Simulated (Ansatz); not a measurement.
**HfN: response to biaxial strain in the a-b plane**

One table from this session's results is given with a row withheld; the runs are named, their logs left out.

Computed with Ansatz 0.2.0 (DFT PBEsol, scalar-relativistic, plane waves, PAW, unless a step's input says otherwise).

2 further runs of the same task are left out: 2 set aside as unsound or not needed.

## The starting structure

Symmetry: Fm-3m, No. 225, cubic system. Conventional cell: a = 4.502 Å, b = 4.502 Å, c = 4.502 Å, α = 90.00°, β = 90.00°, γ = 90.00°. Around Hf (site symmetry m-3m) lie 6 N at 2.25 Å. Around N (site symmetry m-3m) lie 6 Hf at 2.25 Å.

Structure file:

```xyz
4
Lattice="2.2509 2.2509 0.0000 -2.2509 2.2509 0.0000 0.0000 0.0000 4.5017" Properties=species:S:1:pos:R:3 pbc="T T T"
Hf    0.0000    0.0000    0.0000
Hf    0.0000    2.2509    2.2509
N     0.0000    2.2509    0.0000
N     0.0000    0.0000    2.2509
```

It goes back to an entry of the Materials Project, which need not be the stable form.

The unstrained cell comes from an earlier run at this level (4 atoms, E(σ→0) -31960.4999 eV, gap none (metal)).

Set-up of the first run:

The input, input.yaml:

```yaml
crystal:
  lattice:
    - [2.217104896, 2.217104896, 0.0]
    - [-2.217104896, 2.217104896, 0.0]
    - [0.0, 0.0, 4.5422514519]
  atoms:
    - { symbol: Hf, position: [0.0, 0.0, 0.0] }
    - { symbol: Hf, position: [0.5, 0.5, 0.5] }
    - { symbol: "N", position: [0.5, 0.5, 0.0] }
    - { symbol: "N", position: [0.0, 0.0, 0.5] }
basis:
  ecutwfc: 420
kpoints:
  mp_grid: { grid: [16, 16, 12] }
hamiltonian:
  xc: pbesol
scf:
  occupations: { method: gaussian, width: 0.1 }
output:
  forces: true
  stress: true
  eigenvalues: true
  write_density: true
  write_potential: true
  elf: true
  volumetric_format: npy
relax:
  adjacent_minimum: "off"
  f_tol: 0.008
  max_steps: 40
  cell: { stress_tol: 0.015, fix: [a, b, gamma] }
```

Launch:

```sh
$ ansatz run input.yaml --threads 1 --pin off --max-ram 2560MiB --backend cpu --events-out ev --progress --plain --runs-dir out
```

Steps of the session up to this table: At -1.5 %; At +1.5 %; The cell strained by -3.0 %; At +3.0 %; The cell strained by -4.5 %; At +4.5 %.

One table of the session follows, with a row left open; its other results are not shown here.

It belongs to the step «Energy and stress against strain (a metal throughout)». Lengths are those of the vectors of the cell that was run; stresses in GPa:

| strain (%) | ΔE (meV/atom) | a (Å) | b (Å) | c (Å) |
| --- | --- | --- | --- | --- |
| -4.5 | 121.8 | 3.040 | 3.040 | 4.578 |
| -3.0 | 51.8 | 3.088 | 3.088 | 4.550 |
| -1.5 | ? | ? | ? | ? |
| +0.0 | 0.0 | 3.183 | 3.183 | 4.502 |
| +1.5 | 10.7 | 3.231 | 3.231 | 4.479 |
| +3.0 | 40.7 | 3.279 | 3.279 | 4.458 |
| +4.5 | 86.6 | 3.326 | 3.326 | 4.437 |

Estimate the missing values for strain (%) = -1.5.

Worked estimate for «ΔE (meV/atom)». A straight line through the neighbours (-3.0, 51.8) and (0.0, 0.0) gives 51.8 + (0.0 − 51.8) × (-1.5 + 3.0) / (0.0 + 3.0) = 25.9; a parabola fitted to 4 rows on both sides gives 12.5.

The run gave: ΔE (meV/atom): 12.6; a (Å): 3.135; b (Å): 3.135; c (Å): 4.522. In «ΔE (meV/atom)» the line misses by +13.3 and the parabola by -0.1.

ΔE is over the unstrained cell. Stress in GPa, positive in compression, on the Cartesian axes of the input. 
